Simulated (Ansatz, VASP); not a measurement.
One calculation of Ba, two programs

INCAR

```
PREC = Accurate
ENCUT = 520
EDIFF = 1E-6
ISMEAR = 0
SIGMA = 0.15
LREAL = False
LASPH = True
NELM = 100
ALGO = Normal
ISIF = 2
LWAVE = False
LCHARG = True
GGA = PS
LELF = True
LVHAR = True
NBANDS = 11
```

File KPOINTS:

```
Automatic mesh
0
Gamma
  14 14 14
```

POSCAR

```
Ba
1.0
    3.8745781693      0.0000000000      0.0000000000
    0.0000000000      3.8745781693      0.0000000000
    0.0000000000      0.0000000000      3.8420704231
Ba
1
Direct
    0.5000000000      0.5000000000      0.5000000000
```

Input for Ansatz:

```yaml
crystal:
  lattice:
    - [3.8745781693, 0.0, 0.0]
    - [0.0, 3.8745781693, 0.0]
    - [0.0, 0.0, 3.8420704231]
  atoms:
    - { symbol: Ba, position: [0.5, 0.5, 0.5] }
basis:
  ecutwfc: 420
kpoints:
  mp_grid: { grid: [14, 14, 14] }
hamiltonian:
  xc: pbesol
scf:
  occupations: { method: gaussian, width: 0.15 }
output:
  forces: true
  stress: true
  eigenvalues: true
```

Alike in both runs: task single point; functional PBEsol; k mesh 14 × 14 × 14; occupations gaussian, width 0.15 eV; no spin polarisation.

|  | VASP | Ansatz |
| --- | --- | --- |
| version | VASP 6.6.1 | Ansatz 0.2.0 |
| potentials or method | VASP PAW PBE potentials, release 64 (Ba_sv) | scalar-relativistic, plane waves, PAW |
| plane-wave cutoff (eV) | 520 | 420 |
| valence electrons in the cell | 10 | 10 |

Ansatz gave:

```
gap on the k mesh at the Fermi level (eV)       : none
pressure (GPa)                                  : -0.3
largest component of the traceless stress (GPa) : 0.18
```

Problem. Which values does VASP return?

Solution. gap on the k mesh at the Fermi level (eV): none; pressure (GPa): -0.1; largest component of the traceless stress (GPa): 0.18.

A gap of «none» marks a metal or a gap that the smearing closes.

Caveats: the PAW data sets were made with another functional, which shifts forces and pressure a little (VASP). Spin-orbit coupling is left out, which matters for the levels of Ba.
